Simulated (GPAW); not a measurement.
Crystal: ZnO (zincite).

```
CELL_PARAMETERS angstrom
3.24931 0.00000 0.00000
-1.62465 2.81398 0.00000
0.00000 0.00000 5.20571
ATOMIC_POSITIONS crystal
Zn 0.66667 0.33333 0.00000
Zn 0.33333 0.66667 0.50000
O 0.33333 0.66667 0.87901
O 0.66667 0.33333 0.37901
```

Base run:

* Program: GPAW 26.7.0
* Functional: revPBE
* Potentials or basis: the program's PAW data sets (release 1.2.1) made for this functional
* Cutoff: 800 eV
* Basis: pw
* k mesh: 6 × 6 × 3
* Occupations: fermi-dirac, width 0.05 eV
* Spin: no spin polarisation

Its results: band gap on the k mesh 0.87 eV, direct; pressure 9.1 GPa; largest force 0.081 eV/Å.

The run is repeated on the same cell with these changes: functional from revPBE to BLYP; potentials or basis from the program's PAW data sets (release 1.2.1) made for this functional to PAW data sets generated in the run's folder for this functional. What comes out?

Band gap on the k mesh 0.94 eV, direct; pressure 7.3 GPa; largest force 0.064 eV/Å.
